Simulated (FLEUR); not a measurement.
# GaAs (F-43m) in FLEUR: notebook

Runs on GaAs. Level: SCAN. Tasks: band structure, equation of state.

All numbers are computed with FLEUR MaX-R8.1 (later development tree); they aren't measurements. Logs are shortened: lines on timing, memory, paths and dates and some standing lists are left out, and cuts for length are marked.

**The experiment to reproduce.**

From “Evidence of valence band perturbations in GaAsN/GaAs(001): A combined variable-angle spectroscopic ellipsometry and modulated photoreflectance investigation”, 2008, arxiv:0805.2212, for a bulk crystal of GaAs at 300 K: band gap 1.412 ± 0.01 eV (direct).

The runs below are set against these values where they give the same quantity.

### 1 The structure

Symmetry: F-43m, No. 216, cubic system. Conventional cell: a = 5.654 Å, b = 5.654 Å, c = 5.654 Å, α = 90.00°, β = 90.00°, γ = 90.00°. As (site symmetry -43m) is surrounded by 4 Ga at 2.45 Å. Ga (site symmetry -43m) has 4 As at 2.45 Å as nearest neighbours.

### 2 Band structure, SCAN

Contents of inp.xml:

```xml
<?xml version="1.0" encoding="UTF-8" standalone="no"?>
<fleurInput fleurInputVersion="0.39">
   <comment>
      GaAs                                                                                                
   </comment>
   <calculationSetup>
      <cutoffs Kmax="4.58" Gmax="14.2" GmaxXC="14.2" numbands="0"/>
      <scfLoop itmax="60" minDistance="0.00001" maxIterBroyd="15" imix="Anderson" alpha="0.05" precondParam="0.0" spinf="2.0" sdNocoIR="T"/>
      <coreElectrons ctail="F" frcor="F" kcrel="0" coretail_lmax="0"/>
      <xcFunctional name="LibXC" relativisticCorrections="F">
         <LibXCName exchange="mgga_x_scan" correlation="mgga_c_scan"/>
         <AuxGGA exchange="117" correlation="130"/>
      </xcFunctional>
      <magnetism jspins="1"/>
      <soc l_soc="F" theta="0.0" phi="0.0" spav="F"/>
      <expertModes spex="0" secvar="F"/>
      <geometryOptimization l_f="F" forcealpha="1.0" forcemix="BFGS" epsdisp="0.00001" epsforce="0.00001"/>
      <ldaU l_linMix="F" mixParam="0.05" spinf="1.0"/>
   </calculationSetup>
   <cell>
      <bzIntegration valenceElectrons="42.0" mode="hist" fermiSmearingEnergy="0.00183747">
         <kPointListSelection listName="default-1"/>
         <!-- k-points included here -->
         <xi:include xmlns:xi="http://www.w3.org/2001/XInclude" href="kpts.xml"> </xi:include>
      </bzIntegration>
      <!-- symmetry operations included here -->
[... 36 lines left out ...]
         <energyParameters s="4" p="4" d="3" f="4"/>
         <lo type="SCLO" l="0" n="3" eDeriv="0"/>
         <lo type="SCLO" l="1" n="3" eDeriv="0"/>
         <lo type="SCLO" l="1" n="3" eDeriv="1"/>
         <lo type="HELO" l="2" n="4" eDeriv="0"/>
         <lo type="HELO" l="2" n="4" eDeriv="1"/>
         <lo type="SCLO" l="3" n="4" eDeriv="2"/>
      </species>
   </atomSpecies>
   <atomGroups>
      <atomGroup species="Arsenic (As)">
         <relPos label="                   1">-1.000/4.000 -1.000/4.000 -1.000/4.000</relPos>
         <force calculate="T" relaxXYZ="TTT"/>
      </atomGroup>
      <atomGroup species="Gallium (Ga)">
         <relPos label="                   2">.0000000000 .0000000000 .0000000000</relPos>
         <force calculate="T" relaxXYZ="TTT"/>
      </atomGroup>
   </atomGroups>
   <output dos="F" band="F" slice="F">
      <checks vchk="F" cdinf="F"/>
      <bandDOS minEnergy="-.5*Htr" maxEnergy="0.5*Htr" sigma="0.015" storeEVData="T"/>
      <vacuumDOS vacdos="F" integ="F" star="F" nstars="0" locx1="0.0" locy1="0.0" locx2="0.0" locy2="0.0" nstm="0" tworkf="0.0"/>
      <unfoldingBand unfoldBand="F" supercellX="1" supercellY="1" supercellZ="1"/>
      <plotting iplot="0" polar="F">
         <plot TwoD="T" vec1="  1.0  0.0  0.0" vec2="  0.0  1.0  0.0" vec3="  0.0  0.0  1.0" zero="  0.0  0.0  0.0" file="plot"/>
      </plotting>
      <chargeDensitySlicing numkpt="0" minEigenval="0.0" maxEigenval="0.0" nnne="0" pallst="F"/>
      <specialOutput eonly="F"/>
      <moessbauerParams electricFieldGradient="T" isomerShift="T" coreHyperfine="T" valenceHyperfine="T"/>
      <magneticCircularDichroism mcd="F" energyLo="-10.0" energyUp="0.0"/>
   </output>
  <!-- We include the file relax.xml here to enable relaxations (see documentation) -->
  <xi:include xmlns:xi="http://www.w3.org/2001/XInclude" href="relax.xml"> <xi:fallback/> </xi:include>
</fleurInput>
```

Contents of crystal.txt:

```
GaAs
&input cartesian=F /
0.0000000000  2.8268500000  2.8268500000
2.8268500000  0.0000000000  2.8268500000
2.8268500000  2.8268500000  0.0000000000
1.8897261246
1.0 1.0 1.0

2
33 0.7500000000  0.7500000000  0.7500000000
31 0.0000000000  0.0000000000  0.0000000000

&kpt div1=8 div2=8 div3=8 gamma=T /
```

Contents of inp.xml (bands):

```
<?xml version="1.0" encoding="UTF-8" standalone="no"?>
<fleurInput fleurInputVersion="0.39">
   <comment>
      GaAs                                                                                                
   </comment>
   <calculationSetup>
      <cutoffs Kmax="4.58" Gmax="14.2" GmaxXC="14.2" numbands="0"/>
      <scfLoop itmax="60" minDistance="0.00001" maxIterBroyd="15" imix="Anderson" alpha="0.05" precondParam="0.0" spinf="2.0" sdNocoIR="T"/>
      <coreElectrons ctail="F" frcor="F" kcrel="0" coretail_lmax="0"/>
      <xcFunctional name="LibXC" relativisticCorrections="F">
         <LibXCName exchange="mgga_x_scan" correlation="mgga_c_scan"/>
         <AuxGGA exchange="117" correlation="130"/>
      </xcFunctional>
      <magnetism jspins="1"/>
      <soc l_soc="F" theta="0.0" phi="0.0" spav="F"/>
      <expertModes spex="0" secvar="F"/>
      <geometryOptimization l_f="F" forcealpha="1.0" forcemix="BFGS" epsdisp="0.00001" epsforce="0.00001"/>
      <ldaU l_linMix="F" mixParam="0.05" spinf="1.0"/>
   </calculationSetup>
   <cell>
      <bzIntegration valenceElectrons="42.0" mode="hist" fermiSmearingEnergy="0.00183747">
         <kPointListSelection listName="path-1"/>
         <!-- k-points included here -->
         <xi:include xmlns:xi="http://www.w3.org/2001/XInclude" href="kpts.xml"> </xi:include>
      </bzIntegration>
      <!-- symmetry operations included here -->
[... 37 lines left out ...]
         <lo type="SCLO" l="0" n="3" eDeriv="0"/>
         <lo type="SCLO" l="1" n="3" eDeriv="0"/>
         <lo type="SCLO" l="1" n="3" eDeriv="1"/>
         <lo type="HELO" l="2" n="4" eDeriv="0"/>
         <lo type="HELO" l="2" n="4" eDeriv="1"/>
         <lo type="SCLO" l="3" n="4" eDeriv="2"/>
      </species>
   </atomSpecies>
   <atomGroups>
      <atomGroup species="Arsenic (As)">
         <relPos label="                   1">-1.000/4.000 -1.000/4.000 -1.000/4.000</relPos>
         <force calculate="T" relaxXYZ="TTT"/>
      </atomGroup>
      <atomGroup species="Gallium (Ga)">
         <relPos label="                   2">.0000000000 .0000000000 .0000000000</relPos>
         <force calculate="T" relaxXYZ="TTT"/>
      </atomGroup>
   </atomGroups>
   <output dos="F" band="T" slice="F">
      <checks vchk="F" cdinf="F"/>
      <bandDOS minEnergy="-.5*Htr" maxEnergy="0.5*Htr" sigma="0.015" storeEVData="T"/>
      <vacuumDOS vacdos="F" integ="F" star="F" nstars="0" locx1="0.0" locy1="0.0" locx2="0.0" locy2="0.0" nstm="0" tworkf="0.0"/>
      <unfoldingBand unfoldBand="F" supercellX="1" supercellY="1" supercellZ="1"/>
      <plotting iplot="0" polar="F">
         <plot TwoD="T" vec1="  1.0  0.0  0.0" vec2="  0.0  1.0  0.0" vec3="  0.0  0.0  1.0" zero="  0.0  0.0  0.0" file="plot"/>
      </plotting>
      <chargeDensitySlicing numkpt="0" minEigenval="0.0" maxEigenval="0.0" nnne="0" pallst="F"/>
      <specialOutput eonly="F"/>
      <moessbauerParams electricFieldGradient="T" isomerShift="T" coreHyperfine="T" valenceHyperfine="T"/>
      <magneticCircularDichroism mcd="F" energyLo="-10.0" energyUp="0.0"/>
   </output>
  <!-- We include the file relax.xml here to enable relaxations (see documentation) -->
  <xi:include xmlns:xi="http://www.w3.org/2001/XInclude" href="relax.xml"> <xi:fallback/> </xi:include>
</fleurInput>
```

Potentials or basis: all-electron, FLAPW.

Command:

```bash
> inpgen -f crystal.txt -profile fastHighL
> # inp.xml edited to the form shown
> fleur_MPI
> fleur_MPI   # second run, on inp.xml (bands)
```

The log of the run:

```text
Welcome to FLEUR        (www.flapw.de)
      MaX-Release 8.1          (www.max-centre.eu)
 func_ids         267         263         267         263
 MetaGGA potential functional detected - V_tau will be computed
 Auxiliary Potential for radial basis: exchange=         117  correlation=         130
The functional 'SCAN exchange of Sun, Ruzsinszky, and Perdew' is an exchange functional, it belongs to the 'MGGA' family and is defined in the reference(s):
[1] J. Sun, A. Ruzsinszky, and J. P. Perdew.,  Phys. Rev. Lett. 115, 036402 (2015)
The functional 'SCAN correlation of Sun, Ruzsinszky, and Perdew' is a correlation functional, it belongs to the 'MGGA' family and is defined in the reference(s):
[1] J. Sun, A. Ruzsinszky, and J. P. Perdew.,  Phys. Rev. Lett. 115, 036402 (2015)
 Using same functional for VXC and EXC

 ========== k-point set info ==========
 Selected k-point list: default-1
 k-point list type: mesh
 8 x 8 x 8
 Number of k points: 29

 ------------Calculation Setup---------------------------
 Number of MPI-tasks      :            1
 Number of PE/node        :            1
 Number of OMP-threads    :            1
 Most efficient MPI parallelization for:
           1          29
 Additional eigenvalue parallelization possible
 Number of basis functions:          615
 Approximate size of matrices (H+S) per k-point:         0.011 GB
 --------------------------------------------------------
The functional 'Hammer, Hansen, and Norskov' is an exchange functional, it belongs to the 'GGA' family and is defined in the reference(s):
[1] B. Hammer, L. B. Hansen, and J. K. Nørskov.,  Phys. Rev. B 59, 7413 (1999)
The functional 'Perdew, Burke & Ernzerhof' is a correlation functional, it belongs to the 'GGA' family and is defined in the reference(s):
[1] J. P. Perdew, K. Burke, and M. Ernzerhof.,  Phys. Rev. Lett. 77, 3865 (1996)
[2] J. P. Perdew, K. Burke, and M. Ernzerhof.,  Phys. Rev. Lett. 78, 1396 (1997)
 Using same functional for VXC and EXC
 Using auxiliary GGA potential for the first iteration of MetaGGA calculation.
 Reset of history
 Reset of history
 Iteration:     1   Distance:      19.28548733 me/bohr^3
The functional 'Hammer, Hansen, and Norskov' is an exchange functional, it belongs to the 'GGA' family and is defined in the reference(s):
[1] B. Hammer, L. B. Hansen, and J. K. Nørskov.,  Phys. Rev. B 59, 7413 (1999)
The functional 'Perdew, Burke & Ernzerhof' is a correlation functional, it belongs to the 'GGA' family and is defined in the reference(s):
[1] J. P. Perdew, K. Burke, and M. Ernzerhof.,  Phys. Rev. Lett. 77, 3865 (1996)
[2] J. P. Perdew, K. Burke, and M. Ernzerhof.,  Phys. Rev. Lett. 78, 1396 (1997)
 Using same functional for VXC and EXC
 Iteration:     2   Distance:      18.50722331 me/bohr^3
The functional 'Hammer, Hansen, and Norskov' is an exchange functional, it belongs to the 'GGA' family and is defined in the reference(s):
[1] B. Hammer, L. B. Hansen, and J. K. Nørskov.,  Phys. Rev. B 59, 7413 (1999)
The functional 'Perdew, Burke & Ernzerhof' is a correlation functional, it belongs to the 'GGA' family and is defined in the reference(s):
[1] J. P. Perdew, K. Burke, and M. Ernzerhof.,  Phys. Rev. Lett. 77, 3865 (1996)
[2] J. P. Perdew, K. Burke, and M. Ernzerhof.,  Phys. Rev. Lett. 78, 1396 (1997)
 Using same functional for VXC and EXC
 Iteration:     3   Distance:      17.53464407 me/bohr^3
The functional 'Hammer, Hansen, and Norskov' is an exchange functional, it belongs to the 'GGA' family and is defined in the reference(s):
[1] B. Hammer, L. B. Hansen, and J. K. Nørskov.,  Phys. Rev. B 59, 7413 (1999)
The functional 'Perdew, Burke & Ernzerhof' is a correlation functional, it belongs to the 'GGA' family and is defined in the reference(s):
[1] J. P. Perdew, K. Burke, and M. Ernzerhof.,  Phys. Rev. Lett. 77, 3865 (1996)
[2] J. P. Perdew, K. Burke, and M. Ernzerhof.,  Phys. Rev. Lett. 78, 1396 (1997)
 Using same functional for VXC and EXC
 Iteration:     4   Distance:       2.65074013 me/bohr^3
The functional 'Hammer, Hansen, and Norskov' is an exchange functional, it belongs to the 'GGA' family and is defined in the reference(s):
[1] B. Hammer, L. B. Hansen, and J. K. Nørskov.,  Phys. Rev. B 59, 7413 (1999)
The functional 'Perdew, Burke & Ernzerhof' is a correlation functional, it belongs to the 'GGA' family and is defined in the reference(s):
[1] J. P. Perdew, K. Burke, and M. Ernzerhof.,  Phys. Rev. Lett. 77, 3865 (1996)
[2] J. P. Perdew, K. Burke, and M. Ernzerhof.,  Phys. Rev. Lett. 78, 1396 (1997)
 Using same functional for VXC and EXC
 Iteration:     5   Distance:       1.51130240 me/bohr^3
The functional 'Hammer, Hansen, and Norskov' is an exchange functional, it belongs to the 'GGA' family and is defined in the reference(s):
[1] B. Hammer, L. B. Hansen, and J. K. Nørskov.,  Phys. Rev. B 59, 7413 (1999)
The functional 'Perdew, Burke & Ernzerhof' is a correlation functional, it belongs to the 'GGA' family and is defined in the reference(s):
[1] J. P. Perdew, K. Burke, and M. Ernzerhof.,  Phys. Rev. Lett. 77, 3865 (1996)
[2] J. P. Perdew, K. Burke, and M. Ernzerhof.,  Phys. Rev. Lett. 78, 1396 (1997)
 Using same functional for VXC and EXC
 Iteration:     6   Distance:       0.57580896 me/bohr^3
The functional 'Hammer, Hansen, and Norskov' is an exchange functional, it belongs to the 'GGA' family and is defined in the reference(s):
[1] B. Hammer, L. B. Hansen, and J. K. Nørskov.,  Phys. Rev. B 59, 7413 (1999)
The functional 'Perdew, Burke & Ernzerhof' is a correlation functional, it belongs to the 'GGA' family and is defined in the reference(s):
[1] J. P. Perdew, K. Burke, and M. Ernzerhof.,  Phys. Rev. Lett. 77, 3865 (1996)
[2] J. P. Perdew, K. Burke, and M. Ernzerhof.,  Phys. Rev. Lett. 78, 1396 (1997)
 Using same functional for VXC and EXC
[... 61 lines left out ...]
[2] J. P. Perdew, K. Burke, and M. Ernzerhof.,  Phys. Rev. Lett. 78, 1396 (1997)
 Using same functional for VXC and EXC
 Iteration:    16   Distance:       0.00006910 me/bohr^3
The functional 'Hammer, Hansen, and Norskov' is an exchange functional, it belongs to the 'GGA' family and is defined in the reference(s):
[1] B. Hammer, L. B. Hansen, and J. K. Nørskov.,  Phys. Rev. B 59, 7413 (1999)
The functional 'Perdew, Burke & Ernzerhof' is a correlation functional, it belongs to the 'GGA' family and is defined in the reference(s):
[1] J. P. Perdew, K. Burke, and M. Ernzerhof.,  Phys. Rev. Lett. 77, 3865 (1996)
[2] J. P. Perdew, K. Burke, and M. Ernzerhof.,  Phys. Rev. Lett. 78, 1396 (1997)
 Using same functional for VXC and EXC
 Iteration:    17   Distance:       0.00006502 me/bohr^3
The functional 'Hammer, Hansen, and Norskov' is an exchange functional, it belongs to the 'GGA' family and is defined in the reference(s):
[1] B. Hammer, L. B. Hansen, and J. K. Nørskov.,  Phys. Rev. B 59, 7413 (1999)
The functional 'Perdew, Burke & Ernzerhof' is a correlation functional, it belongs to the 'GGA' family and is defined in the reference(s):
[1] J. P. Perdew, K. Burke, and M. Ernzerhof.,  Phys. Rev. Lett. 77, 3865 (1996)
[2] J. P. Perdew, K. Burke, and M. Ernzerhof.,  Phys. Rev. Lett. 78, 1396 (1997)
 Using same functional for VXC and EXC
 Iteration:    18   Distance:       0.00003219 me/bohr^3
The functional 'Hammer, Hansen, and Norskov' is an exchange functional, it belongs to the 'GGA' family and is defined in the reference(s):
[1] B. Hammer, L. B. Hansen, and J. K. Nørskov.,  Phys. Rev. B 59, 7413 (1999)
The functional 'Perdew, Burke & Ernzerhof' is a correlation functional, it belongs to the 'GGA' family and is defined in the reference(s):
[1] J. P. Perdew, K. Burke, and M. Ernzerhof.,  Phys. Rev. Lett. 77, 3865 (1996)
[2] J. P. Perdew, K. Burke, and M. Ernzerhof.,  Phys. Rev. Lett. 78, 1396 (1997)
 Using same functional for VXC and EXC
 Iteration:    19   Distance:       0.00001093 me/bohr^3
The functional 'Hammer, Hansen, and Norskov' is an exchange functional, it belongs to the 'GGA' family and is defined in the reference(s):
[1] B. Hammer, L. B. Hansen, and J. K. Nørskov.,  Phys. Rev. B 59, 7413 (1999)
The functional 'Perdew, Burke & Ernzerhof' is a correlation functional, it belongs to the 'GGA' family and is defined in the reference(s):
[1] J. P. Perdew, K. Burke, and M. Ernzerhof.,  Phys. Rev. Lett. 77, 3865 (1996)
[2] J. P. Perdew, K. Burke, and M. Ernzerhof.,  Phys. Rev. Lett. 78, 1396 (1997)
 Using same functional for VXC and EXC
 Iteration:    20   Distance:       0.00000439 me/bohr^3

 ********************************************************************
 Run finished successfully
 Stop message:
   all done
 ********************************************************************
```

Run time: 2.9 min. Hardware: 1 thread of Arm Neoverse V1, shared host; peak memory 0.08 GiB.

Results:

| Item | Value |
| --- | --- |
| Free energy | -114450.8482 eV |
| Band gap on the k mesh | 0.78 eV, direct |
| Band gap along the path | 0.78 eV, direct |
| Valence electrons inside the program's atomic spheres | As 18.83; Ga 19.14 (radii As 2.14, Ga 2.14 bohr) |

Levels at the corners of the path, in eV from the valence-band top:
```tsv
point	band 19	band 20	band 21	band 22	band 23	band 24
Γ	0.00	0.00	0.00	0.78	3.95	3.95
X	-7.06	-2.78	-2.78	1.67	1.90	10.75
W	-6.87	-3.64	-3.45	5.01	5.03	5.74
K	-6.87	-3.98	-2.35	2.20	4.97	8.42
Γ	0.00	0.00	0.00	0.78	3.95	3.95
L	-6.86	-1.19	-1.19	1.23	4.92	4.92
U	-6.87	-3.98	-2.35	2.20	4.97	8.42
W	-6.87	-3.64	-3.45	5.01	5.03	5.74
L	-6.86	-1.19	-1.19	1.23	4.92	4.92
K	-6.87	-3.98	-2.35	2.20	4.97	8.42
U	-6.87	-3.98	-2.35	2.20	4.97	8.42
X	-7.06	-2.78	-2.78	1.67	1.90	10.75
```

Core levels (eV from the Fermi level):
| atom | levels |
| --- | --- |
| 1 As | 1s1/2 -11711.3, 2s1/2 -1480.5, 2p1/2 -1321.8, 2p3/2 -1285.2, 3s1/2 -184.7 |
| 2 Ga | 1s1/2 -10223.3, 2s1/2 -1257.1, 2p1/2 -1112.0, 2p3/2 -1084.3 |

Caveat: the meta-GGA is that of a development version, with a GGA for the radial functions and cores and without core tails.

(Continued in part 2 of 2.)
